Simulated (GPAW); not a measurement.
Input of a GPAW 26.7.0 run:

Contents of run.py:

```python
import numpy as np
import spglib
from ase import Atoms
from ase.dft.bandgap import bandgap
from ase.io import read, write
from ase.units import Bohr, GPa
from gpaw import GPAW, PW
from gpaw.elf import elf_from_dft_calculation
from gpaw.spinorbit import soc_eigenstates

atoms = read('FeO.cif')
cell, positions, numbers = spglib.find_primitive(
    (atoms.cell[:], atoms.get_scaled_positions(), atoms.numbers), symprec=1e-4)
atoms = Atoms(numbers, cell=cell, scaled_positions=positions, pbc=True)
atoms.set_initial_magnetic_moments([3.0, 0.0])

calc = GPAW(mode=PW(800),
            xc='PBE',
            kpts={'size': (9, 9, 9), 'gamma': True},
            occupations={'name': 'fermi-dirac', 'width': 0.05},
            nbands=17,
            convergence={'density': 1e-05, 'energy': 1e-05},
            maxiter=150,
            txt='gpaw.txt')
atoms.calc = calc
energy = atoms.get_potential_energy()
forces = atoms.get_forces()
stress = atoms.get_stress()
calc.write('gs.gpw')
write('result.traj', atoms)
print(f'Energy: {energy:.6f} eV')
print('Forces (eV/A):')
print(forces.round(4))
print('Stress (GPa):', (stress / GPa).round(3))
print('Moments:', calc.get_magnetic_moments().round(3))
print('Fermi level:', round(calc.get_fermi_level(), 4), 'eV')
print(f'Gap: {bandgap(calc)[0]:.4f} eV, direct: {bandgap(calc, direct=True)[0]:.4f} eV')

# fields on the real-space grid
write('density.cube', atoms, data=calc.get_pseudo_density() * Bohr**3)
write('potential.cube', atoms, data=calc.get_electrostatic_potential())
write('spin.cube', atoms, data=(calc.get_pseudo_density(spin=0) - calc.get_pseudo_density(spin=1)) * Bohr**3)
write('elf.cube', atoms, data=elf_from_dft_calculation(calc).data)

path = atoms.cell.bandpath('GLB1,BZGX,QFP1Z,LP', npoints=80, eps=1e-4)
bs_calc = calc.fixed_density(kpts=path, symmetry='off', nbands=26,
                             convergence={'bands': 'CBM+6.0', 'eigenstates': 1e-6}, txt='bands.txt')
bs = bs_calc.band_structure()
bs.write('bs.json')
print(f'Gap on the path: {bandgap(bs_calc)[0]:.4f} eV')

soc = soc_eigenstates(bs_calc, theta=0, phi=0)
np.savetxt('soc_bands.dat', soc.eigenvalues(), fmt='%.4f')
mesh = soc_eigenstates('gs.gpw', theta=0, phi=0)
np.savetxt('soc_mesh.dat', mesh.eigenvalues(), fmt='%.4f')
print('Fermi level with spin-orbit coupling:', round(mesh.fermi_level, 4), 'eV')
```

FeO.cif

```cif
data_FeO
_cell_length_a 3.03764180
_cell_length_b 3.03764180
_cell_length_c 7.55873185
_cell_angle_alpha 90.00000000
_cell_angle_beta 90.00000000
_cell_angle_gamma 120.00000000
_space_group_name_H-M_alt 'R-3m'
_space_group_name_Hall '-R 3 2"'
_space_group_IT_number 166
loop_
_space_group_symop_operation_xyz
'x,y,z'
'-x,-y,-z'
'-y,x-y,z'
'y,-x+y,-z'
'-x+y,-x,z'
'x-y,x,-z'
'y,x,-z'
'-y,-x,z'
'x-y,-y,-z'
'-x+y,y,z'
'-x,-x+y,-z'
'x,x-y,z'
'x+2/3,y+1/3,z+1/3'
'-x+2/3,-y+1/3,-z+1/3'
'-y+2/3,x-y+1/3,z+1/3'
'y+2/3,-x+y+1/3,-z+1/3'
'-x+y+2/3,-x+1/3,z+1/3'
'x-y+2/3,x+1/3,-z+1/3'
'y+2/3,x+1/3,-z+1/3'
'-y+2/3,-x+1/3,z+1/3'
'x-y+2/3,-y+1/3,-z+1/3'
'-x+y+2/3,y+1/3,z+1/3'
'-x+2/3,-x+y+1/3,-z+1/3'
'x+2/3,x-y+1/3,z+1/3'
'x+1/3,y+2/3,z+2/3'
'-x+1/3,-y+2/3,-z+2/3'
'-y+1/3,x-y+2/3,z+2/3'
'y+1/3,-x+y+2/3,-z+2/3'
'-x+y+1/3,-x+2/3,z+2/3'
'x-y+1/3,x+2/3,-z+2/3'
'y+1/3,x+2/3,-z+2/3'
'-y+1/3,-x+2/3,z+2/3'
'x-y+1/3,-y+2/3,-z+2/3'
'-x+y+1/3,y+2/3,z+2/3'
'-x+1/3,-x+y+2/3,-z+2/3'
'x+1/3,x-y+2/3,z+2/3'
loop_
_atom_site_label
_atom_site_type_symbol
_atom_site_symmetry_multiplicity
_atom_site_Wyckoff_symbol
_atom_site_fract_x
_atom_site_fract_y
_atom_site_fract_z
_atom_site_occupancy
Fe1 Fe 3 a 0.0000000000 0.0000000000 0.0000000000 1
O1 O 3 b 0.6666666667 0.3333333333 0.8333333333 1
```

Potentials or basis: GPAW PAW data sets (gpaw-data 1.2.1), pw.

Launch:

```console
$ OMP_NUM_THREADS=1 python run.py
```

(1) Predict the band gap along the path.

(2) What does it give for the pressure?

(3) Estimate the net moment.

(4) Predict the site moments.

## Answers

(1) none (metal or under the smearing width).

(2) -0.2 GPa.

(3) 4.00 μB per cell.

(4) Fe +3.55; O +0.24 μB.

Caveat: spin-orbit coupling was added after a scalar SCF, so levels and gaps hold it while energy, forces, pressure and moments don't; a cell with one magnetic atom can't hold antiferromagnetic order, which such compounds often take; semilocal functionals often make such compounds metallic where correlation or magnetic order opens a gap, which also shifts bond lengths.
